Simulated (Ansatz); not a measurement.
# BN: pressure against volume per atom

Results calculated with Ansatz 0.2.0, not measured. Periodic Kohn-Sham DFT of a crystal at fixed atoms; pressure and stress are positive in compression; the energy is the free energy less that of spherical unpolarised free atoms; site moments are those in the method's own spheres, positive along +z.

Cell of the first row (space group P6_3/mmc, No. 194):
```
BN
1.0
      2.4529     0.0000     0.0000
     -1.2264     2.1243     0.0000
      0.0000     0.0000     6.5252
B N
2 2
Direct
  0.33333 0.66667 0.25000
  0.66667 0.33333 0.75000
  0.33333 0.66667 0.75000
  0.66667 0.33333 0.25000
```

Settings of every row: method all-electron PAW; functional PBE; relativity scalar; k mesh 11x11x4; filling fermi-dirac; smearing width 0.02 eV; nucleus gaussian.

Atom start moment: 0 on all atoms.

Limits: a layered crystal: even scaling strains the bonds within the layers, so this curve is stiffer than the crystal under pressure.

| row | volume per atom (Å³) | pressure (GPa) |
| --- | --- | --- |
| 1 | 8.5 | 20.375 |
| 2 | 8.681 | ? |
| 3 | 8.862 | 8.471 |
| 4 | 8.952 | 5.82 |
| 5 | 9.133 | 0.865 |
| 6 | 9.223 | -1.449 |
| 7 | 9.404 | -5.775 |
| 8 | 9.585 | -9.727 |

Question: what pressure should row 2 give?

Worked fit of pressure. Take u = (V_r/V)^(2/3) − 1 with V_r = 9.133 Å³ an atom, which is twice the finite (Eulerian) strain; such expansions in the strain, on which the Birch-Murnaghan equation of state is built, carry the rest volume and the bulk modulus. The shown rows have u = 0.04905, 0.02028, 0.01343, 0, -0.00652, -0.01931, -0.03169. Least squares give pressure = 0.8611 + 359.086 × u + 789.91 × u² GPa; a straight line predicts inner rows, each left out in turn, worse (root mean square 0.46 against 0.0054 GPa). The rows lie off it by 0.000, 0.003, -0.006, 0.004, -0.002, 0.003, -0.002 (root mean square 0.0033 GPa). The pressure vanishes at u = -0.0024, or V = 9.166 Å³ an atom, and there the bulk modulus at fixed shape and fractions is B = −V dP/dV = (2/3)(1 + u) dP/du = 236 GPa. Letting shape and atoms relax would as a rule lower it, by much in layered, chain or molecular crystals. The withheld row has u = 0.03442, so the fit gives 0.8611 + 359.086 × (0.03442) + 789.91 × (0.03442)² = 14.157 GPa.

The calculation gave 14.15 GPa. The fit lies 0.007 GPa (0.023 % of the column's range) above it; its largest miss of a shown row is 0.006 GPa.
